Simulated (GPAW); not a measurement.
Runs of GPAW 26.7.0 on BaTiO3 (Barioperovskite). It takes space group Amm2 (No. 38, orthorhombic). Conventional cell: a = 3.986 Å, b = 5.674 Å, c = 5.690 Å, α = 90.00°, β = 90.00°, γ = 90.00°. Around Ba (site symmetry mm2) lie 12 O at 2.77 to 2.92 Å. Ti (site symmetry mm2) has 6 O at 1.93 to 2.09 Å as nearest neighbours. O (site symmetry m) has 2 Ti at 1.93 to 2.09 Å as nearest neighbours. Around O (site symmetry mm2) lie 2 Ti at 2.00 Å. 

| task | cell | smearing | response ecut | maxiter | response k mesh | response bands | kernels | gap on the mesh (eV) |
| --- | --- | --- | --- | --- | --- | --- | --- | --- |
| dielectric tensor | Amm2, 12.87 Å³/atom | fermi-dirac 0.001 eV | 80 eV | 150 | 7 × 7 × 7 | 60 | ["RPA"] | 1.89 |
| dielectric tensor | Amm2, 13.64 Å³/atom | fermi-dirac 0.001 eV | 80 eV | 150 | 7 × 7 × 7 | 60 | ["RPA"] | (a) |
| single point | Amm2, 12.87 Å³/atom | fermi-dirac 0.05 eV | - | 120 | - | - | - | 1.89 |
| dielectric tensor | Amm2, 12.1 Å³/atom | fermi-dirac 0.001 eV | 80 eV | 150 | 7 × 7 × 7 | 60 | ["RPA"] | 2.02 |

Alike in all rows: level PBE; potentials or basis GPAW PAW data sets (gpaw-data 1.2.1), pw; no spin polarisation; k mesh 6 × 6 × 6; cutoff (eV) 600.

Task: Estimate the missing entries.

Result: (a) 1.77.

Caveats: spin-orbit coupling is left out, which moves the levels of the heavy elements; the long-wavelength limit can be off by several per cent where d states take part (some runs); an odd mesh through Γ misses points on the zone boundary, where band edges often lie (some runs); the cutoff is short for stress and forces, so pressures can be off by a GPa or more (some runs).

A k mesh can miss the band edges, and the runs leave out spin-orbit coupling on Ba.
